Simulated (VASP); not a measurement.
# MgO: convergence, self-consistent run

MgO, P-6m2 (no. 187), 2 atoms in the cell. HSE06; PAW potentials Mg, O (PBE set). VASP 6.6.1.

Wanted: energy within 0.2 meV/atom; levels at the zone centre within 0.003 eV.

What the run is for: comparing ways to start; Accuracy asked: tight.

Levels at the zone centre: counted from the valence top at that point.

POSCAR:
```
MgO
1.0
    2.9380209034      0.0000000000      0.0000000000
   -1.4690104517      2.5444007392      0.0000000000
    0.0000000000      0.0000000000      2.6796800000
Mg O
1 1
Direct
    0.0000000000      0.0000000000      0.0000000000
    0.3333333333      0.6666666667      0.5000000000
```

## How the run starts (with a second run first, the time holds both)

| How the run starts (with a second run first, the time holds both) | Energy less reference (meV/atom) | Levels at the zone centre, largest deviation (eV) | Time (s) |
|---|---|---|---|
| from scratch: 16 SCF iterations | 0.00 | 0.0000 | 371 |
| PBE orbitals (WAVECAR): 11 + 9 SCF iterations | 0.00 | 0.0002 | 306 |
| PBE density (CHGCAR): 11 + 14 SCF iterations | 0.00 | 0.0002 | 326 |
| loose PBE orbitals: 9 + 9 SCF iterations | 0.00 | 0.0003 | 291 |
| coarse exchange grid first: 11 + 5 + 3 SCF iterations | 0.00 | 0.0005 | 148 |

## Question

For each series: keep the first row unless others stay within half of the tolerance and take at least 30 % less time, and then take the fastest.

## Answer

- How the run starts (with a second run first, the time holds both): coarse exchange grid first: 11 + 5 + 3 SCF iterations

## All choices together

| Input | Energy less reference (meV/atom) | Levels at the zone centre, largest deviation (eV) | Time (s) |
|---|---|---|---|
| chosen settings | 0.00 | 0.0005 | 148 |
| reference settings throughout | 0.00 | 0.0000 | 371 |

The tolerance is met.

Values of the reference run: Levels at the zone centre: -0.2031, 0, 5.002 eV from the valence top at Gamma.

## The input

INCAR.step1:
```
SYSTEM = MgO
  ISMEAR = 0
  SIGMA = 0.03
  LWAVE = .TRUE.
  LCHARG = .TRUE.
  ISIF = 2
  PREC = Accurate
  LASPH = .TRUE.
  LREAL = .FALSE.
  ALGO = Normal
  EDIFF = 1E-5
  NELM = 120
  GGA_COMPAT = .FALSE.
  ENCUT = 520
  EFERMI = MIDGAP
  GGA = PE
```

INCAR.step2, as INCAR.step1 but for:
```
- EDIFF = 1E-5
+ LHFCALC = .TRUE.
+ HFSCREEN = 0.2
+ EDIFF = 1E-4
+ PRECFOCK = Fast
+ ISTART = 1
+ NKRED = 2
```

INCAR.step3, as INCAR.step2 but for:
```
- LWAVE = .TRUE.
- LCHARG = .TRUE.
- EDIFF = 1E-4
- PRECFOCK = Fast
- NKRED = 2
+ LWAVE = .FALSE.
+ LCHARG = .FALSE.
+ EDIFF = 1E-6
+ PRECFOCK = Normal
```

KPOINTS:
```
k-points
0
Gamma
  6 6 6
```

Commands (each step's output is kept before the next begins):
```
cat potpaw_PBE.64/Mg/POTCAR potpaw_PBE.64/O/POTCAR > POTCAR
cp INCAR.step1 INCAR
mpirun -np 1 vasp_std > vasp.out
cp INCAR.step2 INCAR
mpirun -np 1 vasp_std > vasp.out
cp INCAR.step3 INCAR
mpirun -np 1 vasp_std > vasp.out
```

The chosen input took VASP 6.6.1 148 s on 1 core (Intel Xeon Platinum 8488C (Sapphire Rapids)), a shared host.
